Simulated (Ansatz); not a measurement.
Set up this calculation in Ansatz 0.2.0, as the native input.

| Property | Result |
| --- | --- |
| Task | relaxation of cell and atoms |
| Functional | PBE |
| Potentials or basis | Ansatz PAW |
| Cutoff | 420 eV (not typed: the program's choice for these potentials) |
| k mesh | 10 × 10 × 10 |
| Occupations | fermi-dirac, width 0.05 eV |
| Spin | no spin polarisation |

Crystal: Hf.

```
Hf
1.0
     0.00000    2.22000    2.22000
     2.22000    0.00000    2.22000
     2.22000    2.22000    0.00000
Hf
1
Direct
  0.00000 0.00000 0.00000
```

This isn't the form of Hf at room conditions, which is hcp.

One way to write it, as run:

input.yaml

```yaml
crystal:
  lattice:
    - [0.0, 2.22, 2.22]
    - [2.22, 0.0, 2.22]
    - [2.22, 2.22, 0.0]
  atoms:
    - { symbol: Hf, position: [0.0, 0.0, 0.0] }
hamiltonian:
  xc: pbe
  pseudopotentials: { kind: paw }
kpoints:
  mp_grid: { grid: [10, 10, 10] }
scf:
  occupations: { method: fermi_dirac, width: 0.05 }
output:
  forces: true
  stress: true
  eigenvalues: true
  write_density: true
  write_potential: true
  elf: true
  volumetric_format: npy
relax:
  f_tol: 0.01
  max_steps: 40
  cell: { stress_tol: 0.05 }
```

Potentials or basis: Ansatz PAW.

Run with:

```bash
$ ansatz run input.yaml --threads 2 --pin off --max-ram 5632MiB --backend cpu --events-out ev --progress --plain --runs-dir out
```

It gave:

```yaml
Relaxed_volume: 22.52 Å³/atom
Relaxed_cell: a = 3.170 Å, b = 3.170 Å, c = 3.170 Å, α = 60.00°, β = 60.00°, γ = 60.00°
Space_group_after_relaxing_to_0.05_Å: Fm-3m (No. 225)
Energy_gained_by_relaxing: 5.9 meV/atom
Ionic_steps: 4
Pressure_after_relaxing: 0.0 GPa
Band_gap_on_the_k_mesh: none (metal or under the smearing width)
```

Caveat: the plane-wave basis is chosen anew once the cell has moved, so the energies of steps on either side of that aren't comparable.

Run time: 3.8 s on 2 threads of Arm Neoverse V1, with other jobs on the host, peak memory 0.3 GiB.
